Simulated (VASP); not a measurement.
# Ho (Im-3m) in VASP: further runs

Runs on Ho. Level: LDA. Tasks: single point.

Program: VASP 6.6.1. These are calculated values, not measurements. Logs are shortened: lines on timing, memory, paths and dates and some standing lists are left out, and cuts for length are marked.

### Step 1. The crystal as given

Symmetry: Im-3m, No. 229, cubic system. The conventional cell has a = 3.981 Å, b = 3.981 Å, c = 3.981 Å, α = 90.00°, β = 90.00°, γ = 90.00°. Ho (site symmetry m-3m) has 8 Ho at 3.45 Å as nearest neighbours.

This isn't the form of Ho at room conditions, which is hcp.

### Step 2. Single point, LDA, collinear spin, ferromagnetic start

INCAR reads:

```
PREC = Accurate
ENCUT = 460
EDIFF = 1E-6
ISMEAR = 1
SIGMA = 0.15
LREAL = F
LASPH = T
NELM = 100
ALGO = Normal
ISIF = 2
LWAVE = F
LCHARG = F
ISPIN = 2
MAGMOM = 4
LORBIT = 11
LMAXMIX = 6
GGA = CA
NBANDS = 20
ADDGRID = F
```

KPOINTS reads:

```
Automatic mesh
0
Gamma
  5 5 5
```

POSCAR reads:

```
Ho
1.0
   -1.9905175072      1.9905175072      1.9905175072
    1.9905175072     -1.9905175072      1.9905175072
    1.9905175072      1.9905175072     -1.9905175072
Ho
1
Direct
    0.0000000000      0.0000000000      0.0000000000
```

Potentials or basis: VASP PAW PBE potentials, release 64 (Ho).

Run with:

```bash
$ cat potpaw_PBE.64/Ho/POTCAR > POTCAR
$ mpirun -np 1 vasp_std > vasp.out
```

OUTCAR:

```text
PREC = Accurate
   ENCUT = 460
   EDIFF = 1E-6
   ISMEAR = 1
   LREAL = F
   LASPH = T
   NELM = 100
   ISIF = 2
   ISPIN = 2
   LORBIT = 11
   GGA = CA

 Found     10 irreducible k-points:

 Following reciprocal coordinates:
            Coordinates               Weight
  0.000000  0.000000  0.000000      1.000000
  0.200000  0.000000  0.000000     12.000000
  0.400000  0.000000  0.000000     12.000000
  0.200000  0.200000  0.000000     24.000000
  0.400000  0.200000 -0.000000     24.000000
  0.200000  0.200000  0.200000      8.000000
   k-points           NKPTS =     10   k-points in BZ     NKDIM =     10   number of bands    NBANDS=     20
   number of dos      NEDOS =    301   number of ions     NIONS =      1
   total plane-waves  NPLWV =  13824
   dimension x,y,z NGX =    24 NGY =   24 NGZ =   24
   dimension x,y,z NGXF=    48 NGYF=   48 NGZF=   48
   ions per type =               1
   NGX,Y,Z   is equivalent  to a cutoff of  11.57, 11.57, 11.57 a.u.
   NGXF,Y,Z  is equivalent  to a cutoff of  23.15, 23.15, 23.15 a.u.
 SYSTEM =  unknown system
   PREC   = accura    normal or accurate (medium, high low for compatibility)
   ISTART =      0    job   : 0-new  1-cont  2-samecut
   ICHARG =      2    charge: 1-file 2-atom 10-const
   ISPIN  =      2    spin polarized calculation?
   LNONCOLLINEAR =      F non collinear calculations
   LSORBIT =      F    spin-orbit coupling
   LASPH  =      T    aspherical Exc in radial PAW
   ENCUT  =  460.0 eV  33.81 Ry    5.81 a.u.   6.03  6.03  6.03*2*pi/ulx,y,z
   NELM   =    100;   NELMIN=  2; NELMDL= -5     # of ELM steps
   EDIFF  = 0.1E-05   stopping-criterion for ELM
   LREAL  =      F    real-space projection
   EDIFFG = 0.1E-04   stopping-criterion for IOM
   NSW    =      0    number of steps for IOM
   IBRION =     -1    ionic relax: 0-MD 1-quasi-New 2-CG
   NFREE  =      0    steps in history (QN), initial steepest desc. (CG)
   ISIF   =      2    stress and relaxation
   ISYM   =      2    0-nonsym 1-usesym 2-fastsym
   POTIM  = 0.5000    time-step for ionic-motion
   TEBEG  =    0.0;   TEEND  =   0.0 temperature during run
   PSTRESS=    0.0 pullay stress
   NELECT =      21.0000    total number of electrons
   NUPDOWN=      -1.0000    fix difference up-down
   EMIN   =  10.00;   EMAX   =-10.00  energy-range for DOS
   EFERMI =   0.00;   METHOD = LEGACY
   ISMEAR =     1;   SIGMA  =   0.15  broadening in eV -4-tet -1-fermi 0-gaus
   EFERMI_NEDOS =   21; number of points for ismear=-14 and -15
   IALGO  =     38    algorithm
   IMIX   =      4    mixing-type and parameters
     AMIX     =   0.40;   BMIX     =  1.00
     AMIX_MAG =   1.60;   BMIX_MAG =  1.00
  volume/ion in A,a.u.               =      31.55       212.89
  Fermi-wavevector in a.u.,A,eV,Ry     =   1.429427  2.701225 27.800255  2.043261
  Thomas-Fermi vector in A             =   2.549382
   LORBIT       =     11    0 simple, 1 ext, 2 COOP (PROOUT), +10 PAW based schemes
   GGA     = CA    functional components
   LHFCALC =     F    Hartree Fock is set to
   AEXX    =    0.0000 exact exchange contribution
   IVDW    =     0    specifies the selected vdW correction
   LEPSILON=     F    determine dielectric tensor
   LRPA    =     F    only Hartree local field effects (RPA)
 spin polarized calculation
 Methfessel and Paxton  Order N= 1 SIGMA  =   0.15
  energy-cutoff  :      460.00
  volume of cell :       31.55
 maximum number of plane-waves:       713
   NGX = 13   NGY = 13   NGZ = 13

 number of electron      21.0000028 magnetization       3.2513798

 Free energy of the ion-electron system (eV)
  ---------------------------------------------------
  ext. energy  EPLUGINS =         0.00000000
  ---------------------------------------------------
  free energy    TOTEN  =        -6.38854279 eV

  energy without entropy =       -6.36433757  energy(sigma->0) =       -6.38047438

 E-fermi :   2.4311     XC(G=0): -10.3899

 val. band max:        2.4211339466   @ k =  -0.4000  -0.4000   0.2000
 cond. band min:       2.4510439841   @ k =   0.4000   0.2000  -0.0000
 fundamental gap:      0.0299100375
 Fermi energy:         2.4311303362

 spin component 1

 k-point     1 :       0.0000    0.0000    0.0000
  band No.  band energies     occupation
      1     -45.4622      1.00000
      2     -20.3293      1.00000
      3     -20.3293      1.00000
      4     -20.3293      1.00000
      5      -2.7959      1.00000
      6      -0.3037      1.00000
      7      -0.1659      1.00000
      8      -0.1659      1.00000
      9      -0.1659      1.00000
     10       0.1296      1.00000
     11       0.1296      1.00000
     12       0.1296      1.00000
     13       4.5666     -0.00000
     14       4.5666     -0.00000
     15       4.5666     -0.00000
     16       6.7951      0.00000
     17       6.7951      0.00000
     18      13.6413      0.00000
     19      13.6413      0.00000
     20      13.6413      0.00000

 k-point     2 :       0.2000    0.0000    0.0000
  band No.  band energies     occupation
      1     -45.4432      1.00000
      2     -20.5730      1.00000
      3     -20.4057      1.00000
      4     -20.3307      1.00000
      5      -1.7080      1.00000
      6      -0.3536      1.00000
      7      -0.1994      1.00000
      8      -0.1840      1.00000
      9      -0.1723      1.00000
     10       0.1478      1.00000
     11       0.1507      1.00000
     12       0.1657      1.00000
     13       3.8702     -0.00000
     14       3.9860     -0.00000
     15       5.7583      0.00000
     16       6.3190      0.00000
     17       6.8672      0.00000
     18      14.1482      0.00000
     19      15.3609      0.00000
     20      15.6178      0.00000

 k-point     3 :       0.4000    0.0000    0.0000
  band No.  band energies     occupation
      1     -45.4122      1.00000
      2     -20.9415      1.00000
      3     -20.5261      1.00000
      4     -20.3329      1.00000
      5      -0.4156      1.00000
      6      -0.2505      1.00000
      7      -0.2189      1.00000
      8      -0.1732      1.00000
      9       0.0795      1.00000
     10       0.1878      1.00000
     11       0.2418      1.00000
     12       0.2527      1.00000
     13       2.9807     -0.00000
     14       3.4031     -0.00000
     15       6.7283      0.00000
     16       7.3868      0.00000
     17       8.7277      0.00000
     18      11.8591      0.00000
     19      11.9989      0.00000
     20      15.4703      0.00000

 k-point     4 :       0.2000    0.2000    0.0000
  band No.  band energies     occupation
      1     -45.4181      1.00000
      2     -20.8187      1.00000
      3     -20.5129      1.00000
      4     -20.3829      1.00000
      5      -0.4346      1.00000
      6      -0.2303      1.00000
      7      -0.2265      1.00000
      8      -0.2037      1.00000
      9       0.0542      1.00000
     10       0.1724      1.00000
     11       0.2155      1.00000
     12       0.2162      1.00000
     13       2.9441     -0.00001
     14       3.3161     -0.00000
     15       6.2415      0.00000
     16       7.4477      0.00000
     17       7.9910      0.00000
     18      12.3924      0.00000
     19      14.6807      0.00000
     20      14.8811      0.00000

 k-point     5 :       0.4000    0.2000   -0.0000
  band No.  band energies     occupation
      1     -45.4026      1.00000
      2     -20.9201      1.00000
      3     -20.6412      1.00000
      4     -20.3976      1.00000
      5      -0.4412      1.00000
      6      -0.2490      1.00000
      7      -0.2350      1.00000
      8      -0.2087      1.00000
      9       0.2052      1.00000
     10       0.2471      1.00000
     11       0.2726      1.00000
     12       1.1617      1.00000
     13       2.7812     -0.00235
     14       3.0622     -0.00000
     15       6.5581      0.00000
     16       7.6118      0.00000
     17       9.8867      0.00000
     18      10.5059      0.00000
     19      12.6911      0.00000
     20      14.1438      0.00000

 k-point     6 :       0.2000    0.2000    0.2000
  band No.  band energies     occupation
      1     -45.4058      1.00000
      2     -20.8349      1.00000
      3     -20.5555      1.00000
      4     -20.5555      1.00000
      5      -0.4426      1.00000
      6      -0.2297      1.00000
      7      -0.2191      1.00000
      8      -0.2191      1.00000
      9       0.2243      1.00000
     10       0.2514      1.00000
     11       0.2514      1.00000
     12       1.9436      1.00002
     13       2.5245      0.07015
     14       2.5245      0.07015
     15       7.5615      0.00000
     16       7.5615      0.00000
     17       8.7087      0.00000
     18      11.0581      0.00000
     19      12.9747      0.00000
     20      12.9747      0.00000

 [... further k-points ...]

 spin component 2

 k-point     1 :       0.0000    0.0000    0.0000
  band No.  band energies     occupation
      1     -44.1238      1.00000
      2     -19.3583      1.00000
      3     -19.3583      1.00000
      4     -19.3583      1.00000
      5      -2.7852      1.00000
      6       2.0598      1.00129
      7       2.0598      1.00129
      8       2.0598      1.00129
      9       2.5688     -0.01433
     10       2.5688     -0.01438
     11       2.5688     -0.01438
     12       2.7865     -0.00204
     13       4.8027     -0.00000
     14       4.8027     -0.00000
     15       4.8027     -0.00000
     16       7.0642      0.00000
     17       7.0642      0.00000
     18      13.6453      0.00000
     19      13.6453      0.00000
     20      13.6453      0.00000

 k-point     2 :       0.2000    0.0000    0.0000
  band No.  band energies     occupation
      1     -44.1023      1.00000
      2     -19.6318      1.00000
      3     -19.4425      1.00000
      4     -19.3602      1.00000
      5      -1.6727      1.00000
      6       2.0411      1.00073
      7       2.0762      1.00206
      8       2.0943      1.00334
      9       2.5121      0.10878
     10       2.5376      0.03679
     11       2.5419      0.02740
     12       2.7077     -0.01279
     13       4.0943     -0.00000
     14       4.2284     -0.00000
     15       6.0730      0.00000
     16       6.5905      0.00000
     17       7.1504      0.00000
     18      14.2361      0.00000
     19      15.5899      0.00000
     20      15.6486      0.00000

 k-point     3 :       0.4000    0.0000    0.0000
  band No.  band energies     occupation
      1     -44.0674      1.00000
      2     -20.0414      1.00000
      3     -19.5750      1.00000
      4     -19.3633      1.00000
      5       0.1422      1.00000
      6       2.1045      1.00432
      7       2.1244      1.00690
      8       2.2088      1.02844
      9       2.4612      0.33386
     10       2.4956      0.17091
     11       2.5112      0.11179
     12       2.6724     -0.02266
     13       3.1559     -0.00000
     14       3.6022     -0.00000
     15       7.0206      0.00000
     16       7.7126      0.00000
     17       9.1360      0.00000
     18      11.9442      0.00000
     19      12.3645      0.00000
     20      15.7477      0.00000

 k-point     4 :       0.2000    0.2000    0.0000
  band No.  band energies     occupation
      1     -44.0741      1.00000
      2     -19.9048      1.00000
      3     -19.5624      1.00000
      4     -19.4182      1.00000
      5       0.0403      1.00000
      6       2.0134      1.00030
      7       2.1247      1.00694
      8       2.1610      1.01441
      9       2.4691      0.29313
     10       2.5106      0.11386
     11       2.5146      0.10040
     12       2.6321     -0.03373
     13       3.2104     -0.00000
     14       3.5535     -0.00000
     15       6.5289      0.00000
     16       7.7845      0.00000
     17       8.3438      0.00000
     18      12.6309      0.00000
     19      14.9313      0.00000
     20      15.0746      0.00000

 k-point     5 :       0.4000    0.2000   -0.0000
  band No.  band energies     occupation
      1     -44.0566      1.00000
      2     -20.0170      1.00000
      3     -19.7050      1.00000
      4     -19.4347      1.00000
      5       1.1548      1.00000
      6       2.1083      1.00474
      7       2.1633      1.01498
      8       2.2610      1.03403
      9       2.4510      0.38874
     10       2.4858      0.21308
     11       2.4973      0.16402
     12       2.5791     -0.02365
     13       3.0343     -0.00000
     14       3.2431     -0.00000
     15       6.8507      0.00000
     16       7.9497      0.00000
     17      10.2127      0.00000
     18      10.9285      0.00000
     19      12.9056      0.00000
     20      14.3965      0.00000

 k-point     6 :       0.2000    0.2000    0.2000
  band No.  band energies     occupation
      1     -44.0601      1.00000
      2     -19.9226      1.00000
      3     -19.6116      1.00000
      4     -19.6116      1.00000
      5       1.9025      1.00000
      6       2.1657      1.01564
      7       2.1657      1.01564
      8       2.2010      1.02611
      9       2.4536      0.37479
     10       2.4536      0.37474
     11       2.5180      0.08943
     12       2.6539     -0.02830
     13       2.7531     -0.00485
     14       2.7531     -0.00485
     15       7.9134      0.00000
     16       7.9134      0.00000
     17       8.9568      0.00000
     18      11.4766      0.00000
     19      13.2399      0.00000
     20      13.2399      0.00000

 [... further k-points ...]

------------------------ aborting loop because EDIFF is reached ----------------------------------------

  FORCE on cell =-STRESS in cart. coord.  units (eV):
  Direction    XX          YY          ZZ          XY          YZ          ZX
  --------------------------------------------------------------------------------------
  -------------------------------------------------------------------------------------
  Total       -0.5378105     -0.5378105     -0.5378105     -0.0000000     -0.0000000     -0.0000000
  in kB      -27.3137848    -27.3137848    -27.3137848     -0.0000000     -0.0000000     -0.0000000
  external PRESSURE =     -27.3137848 kB  Pullay stress =       0.0000000 kB

 VOLUME and BASIS-vectors are now :
 -----------------------------------------------------------------------------
  energy-cutoff  :      460.00
  volume of cell :       31.55
      direct lattice vectors                 reciprocal lattice vectors
    -1.990517507  1.990517507  1.990517507     0.000000000  0.251190958  0.251190958
     1.990517507 -1.990517507  1.990517507     0.251190958  0.000000000  0.251190958
     1.990517507  1.990517507 -1.990517507     0.251190958  0.251190958  0.000000000

 POSITION                                       TOTAL-FORCE (eV/Angst)
 -----------------------------------------------------------------------------------
      0.00000      0.00000      0.00000         0.000000     -0.000000     -0.000000
 -----------------------------------------------------------------------------------
    total drift:                                0.000000      0.000000     -0.000000

  FREE ENERGIE OF THE ION-ELECTRON SYSTEM (eV)
  ---------------------------------------------------
  free  energy   TOTEN  =        -6.3885427869 eV

  energy  without entropy=       -6.3643375732  energy(sigma->0) =       -6.38047438

 total charge

# of ion       s       p       d       f       tot
--------------------------------------------------
    1        2.125   5.689   0.386  10.379  18.579

 magnetization (x)

# of ion       s       p       d       f       tot
--------------------------------------------------
    1        0.003  -0.031  -0.028   3.381   3.326
```

It took 45 s on 1 thread of Intel Xeon Platinum 8375C at 2.90GHz (Ice Lake), shared host; peak memory 0.14 GiB.

The run converged, but some of its settings lie outside the range that counts as converged, so its numbers aren't taken as properties of the crystal.

Results:

| Quantity | Value |
| --- | --- |
| Free energy | -6.3885 eV |
| Pressure | -2.7 GPa |
| Band gap on the k mesh | none (metal or under the smearing width) |
| Net moment | 3.25 μB per cell |
| Site moments | Ho +3.33 μB |
| Valence electrons inside the program's atomic spheres | Ho 18.58 |

Caveat: the k mesh is coarse (spacing up to 0.45 Å⁻¹), so the values aren't converged; the magnetic or orbital state may not be the lowest; the PAW data sets were made with another functional, which shifts forces and pressure a little; spin-orbit coupling is left out, which moves the levels of the heavy elements.

### Step 3. Single point, LDA, collinear spin, ferromagnetic start

Edit INCAR of step 2 so:

```diff
@@ -4,3 +4,3 @@
 ISMEAR = 1
-SIGMA = 0.15
+SIGMA = 0.4
 LREAL = F
```

KPOINTS is that of step 2.

POSCAR is that of step 2.

Potentials or basis: VASP PAW PBE potentials, release 64 (Ho).

Run with:

```bash
$ cat potpaw_PBE.64/Ho/POTCAR > POTCAR
$ mpirun -np 1 vasp_std > vasp.out
```

It took 19 s on 1 thread of Intel Xeon Platinum 8375C at 2.90GHz (Ice Lake), shared host; peak memory 0.14 GiB.

The run converged, but some of its settings lie outside the range that counts as converged, so its numbers aren't taken as properties of the crystal.

What came out:

| Property | Result |
| --- | --- |
| Free energy | -6.4877 eV |
| Pressure | -3.0 GPa |
| Band gap on the k mesh | none (metal or under the smearing width) |
| Net moment | 3.29 μB per cell |
| Site moments | Ho +3.35 μB |
| Valence electrons inside the program's atomic spheres | Ho 18.58 |

Caveat: the k mesh is coarse (spacing up to 0.45 Å⁻¹), so the values aren't converged; the magnetic or orbital state may not be the lowest; the PAW data sets were made with another functional, which shifts forces and pressure a little; spin-orbit coupling is left out, which moves the levels of the heavy elements.

(Continued in part 2 of 2.)
